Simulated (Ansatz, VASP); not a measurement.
**One calculation of ZrC, two programs**

INCAR

```
ALGO = Normal
EDIFF = 1E-7
EDIFFG = -0.005
ENCUT = 600
GGA = PE
IBRION = 2
ISIF = 3
ISMEAR = 0
LASPH = True
LCHARG = False
LREAL = False
LWAVE = False
NELM = 100
NSW = 100
PREC = Accurate
SIGMA = 0.1
```

The input KPOINTS:

```
k-points
0
Gamma
  15 15 8
```

File POSCAR:

```
ZrC
1.0
    3.3914762718      0.0000000000      0.0000000000
   -1.6957381359      2.9371046077      0.0000000000
    0.0000000000      0.0000000000      5.2900530000
Zr C
2 2
Direct
    0.3333333300      0.6666666700      0.2500000000
    0.6666666700      0.3333333300      0.7500000000
    0.0000000000      0.0000000000      0.0000000000
    0.0000000000      0.0000000000      0.5000000000
```

Input for Ansatz:

```yaml
crystal:
  lattice:
    - [3.3914762718, 0.0, 0.0]
    - [-1.6957381359, 2.9371046077, 0.0]
    - [0.0, 0.0, 5.290053]
  atoms:
    - { symbol: Zr, position: [0.33333333, 0.66666667, 0.25] }
    - { symbol: Zr, position: [0.66666667, 0.33333333, 0.75] }
    - { symbol: C, position: [0.0, 0.0, 0.0] }
    - { symbol: C, position: [0.0, 0.0, 0.5] }
basis:
  ecutwfc: 420
kpoints:
  mp_grid: { grid: [15, 15, 8] }
hamiltonian:
  xc: pbe
scf:
  occupations: { method: gaussian, width: 0.1 }
output:
  forces: true
  stress: true
  eigenvalues: true
relax:
  adjacent_minimum: "off"
  f_tol: 0.005
  max_steps: 80
  cell: { stress_tol: 0.05 }
```

The cell comes from a database or a generator and needn't be the stable form of this composition.

Alike in both runs: task relaxation of cell and atoms; functional PBE; k mesh 15 × 15 × 8; occupations gaussian, width 0.1 eV; no spin polarisation.

```csv
,VASP,Ansatz
version,VASP 6.6.1,Ansatz 0.2.0
potentials or method,"VASP PAW PBE potentials, release 64 (Zr_sv, C)","scalar-relativistic, plane waves, PAW"
plane-wave cutoff (eV),600,420
valence electrons in the cell,32,32
```

|  | VASP | Ansatz | Ansatz less VASP |
| --- | --- | --- | --- |
| gap on the k mesh at the Fermi level, each at its own relaxed structure (eV) | none | none | - |
| relaxed volume (Å³/atom) | 13.04 | 13.03 | -0.007 |
| relaxed cell length with the largest relative difference (Å) | 5.283 | 5.282 | -0.0010 |
| energy change over the relaxation (meV/atom) | -1 | -1 | -0.1 |

A gap of «none» marks a metal or a gap that the smearing closes.
